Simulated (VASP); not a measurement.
Here is a VASP 6.6.1 calculation.

File INCAR:

```
PREC = Accurate
ENCUT = 450
EDIFF = 1E-5
ISMEAR = 0
SIGMA = 0.03
LREAL = Auto
LASPH = True
NELM = 120
ALGO = Normal
ISIF = 2
LWAVE = False
LCHARG = False
ISPIN = 2
MAGMOM = 0.5 0 0 0 0 0 0 0 0.5 0 0.5 0 0.5 0 0 0 0 0 0 0 0 0 0 0 0 0 0 0 0 0 0
LORBIT = 11
GGA = PS
IBRION = 2
NSW = 40
EDIFFG = -0.03
NELECT = 122.0
KPAR = 4
```

Contents of KPOINTS:

```
Automatic mesh
0
Gamma
  3 3 2
```

File POSCAR:

```
Al16N15
1.0
    6.2200008610      0.0000000000      0.0000000000
   -3.1100004305      5.3866787572      0.0000000000
    0.0000000000      0.0000000000      9.9600000000
Al N
16 15
Direct
    0.3333333333      0.1666666667      0.0000000000
    0.3333333333      0.1666666667      0.5000000000
    0.3333333333      0.6666666667      0.0000000000
    0.3333333333      0.6666666667      0.5000000000
    0.8333333333      0.1666666667      0.0000000000
    0.8333333333      0.1666666667      0.5000000000
    0.8333333333      0.6666666667      0.0000000000
    0.8333333333      0.6666666667      0.5000000000
    0.1666666667      0.3333333333      0.2500000000
    0.1666666667      0.3333333333      0.7500000000
    0.1666666667      0.8333333333      0.2500000000
    0.1666666667      0.8333333333      0.7500000000
    0.6666666667      0.3333333333      0.2500000000
    0.6666666667      0.3333333333      0.7500000000
    0.6666666667      0.8333333333      0.2500000000
    0.6666666667      0.8333333333      0.7500000000
    0.3333333333      0.1666666667      0.6910000000
    0.3333333333      0.6666666667      0.1910000000
    0.3333333333      0.6666666667      0.6910000000
    0.8333333333      0.1666666667      0.1910000000
    0.8333333333      0.1666666667      0.6910000000
    0.8333333333      0.6666666667      0.1910000000
    0.8333333333      0.6666666667      0.6910000000
    0.1666666667      0.3333333333      0.4410000000
    0.1666666667      0.3333333333      0.9410000000
    0.1666666667      0.8333333333      0.4410000000
    0.1666666667      0.8333333333      0.9410000000
    0.6666666667      0.3333333333      0.4410000000
    0.6666666667      0.3333333333      0.9410000000
    0.6666666667      0.8333333333      0.4410000000
    0.6666666667      0.8333333333      0.9410000000
```

Potentials or basis: VASP PAW PBE potentials, release 64 (Al, N).

The run is started by

```sh
$ cat potpaw_PBE.64/Al/POTCAR potpaw_PBE.64/N/POTCAR > POTCAR
$ mpirun -np 4 vasp_std > vasp.out
```

(1) Estimate the energy gained by relaxing.

(2) What does it give for the net moment?

(3) Estimate the band gap on the k mesh.

Results:

(1) 5.6 meV/atom.

(2) 0.00 μB per cell.

(3) 2.92 eV, indirect (least direct gap 2.99 eV).

Caveat: the cell is charged against a uniform background, so pressure and absolute levels hang on convention.
